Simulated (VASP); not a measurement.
Input of a VASP 6.6.1 run:

The input INCAR:

```
PREC     = Accurate       # precision mode
ENCUT    = 600            # plane-wave cutoff, eV
EDIFF    = 1E-7           # SCF threshold, eV
ISMEAR   = 0              # smearing method
SIGMA    = 0.03           # smearing width, eV
LREAL    = False          # projectors in reciprocal space
LASPH    = True           # aspherical terms in the spheres
NELM     = 80             # most SCF steps
ALGO     = Normal         # electronic algorithm
ISIF     = 3              # what is computed and relaxed
LWAVE    = False          # write WAVECAR
LCHARG   = False          # write CHGCAR
METAGGA  = R2SCAN         # meta-GGA
LMIXTAU  = True         
LUSE_VDW = True         
IVDW_NL  = 2            
BPARAM   = 11.95        
CPARAM   = 0.0093       
IBRION   = 2              # ionic algorithm
NSW      = 90             # ionic steps
EDIFFG   = -0.005         # ionic threshold
```

File KPOINTS:

```
Automatic mesh
0
Gamma
  12 12 4
```

File POSCAR:

```
C                                       
1.0
    2.4560854305      0.0000000000      0.0000000000
   -1.2280427153      2.1270323770     -0.0000000000
    0.0000000000      0.0000000000      6.6096718178
  C             
     4
Direct
     0.0000000000000000    0.0000000000000000    0.2500000000000000
     0.0000000000000000    0.0000000000000000    0.7500000000000000
     0.3333333300000021    0.6666666699999979    0.2500000000000000
     0.6666666699999979    0.3333333300000021    0.7500000000000000
```

Potentials or basis: VASP PAW PBE potentials, release 64 (C).

Run with:

```console
$ cat potpaw_PBE.64/C/POTCAR > POTCAR
$ mpirun -np 1 vasp_std > vasp.out
```

Problem. Estimate the space group after relaxing (to 0.05 Å).

Solution. P6_3/mmc (No. 194).

Problem. Estimate the relaxed cell.

Solution. a = 2.456 Å, b = 2.456 Å, c = 6.601 Å, α = 90.00°, β = 90.00°, γ = 120.00°.

Final structure:
```
CELL_PARAMETERS angstrom
2.45641 0.00000 0.00000
-1.22820 2.12731 0.00000
0.00000 0.00000 6.60129
ATOMIC_POSITIONS crystal
C 0.00000 0.00000 0.25000
C 0.00000 0.00000 0.75000
C 0.33333 0.66667 0.25000
C 0.66667 0.33333 0.75000
```
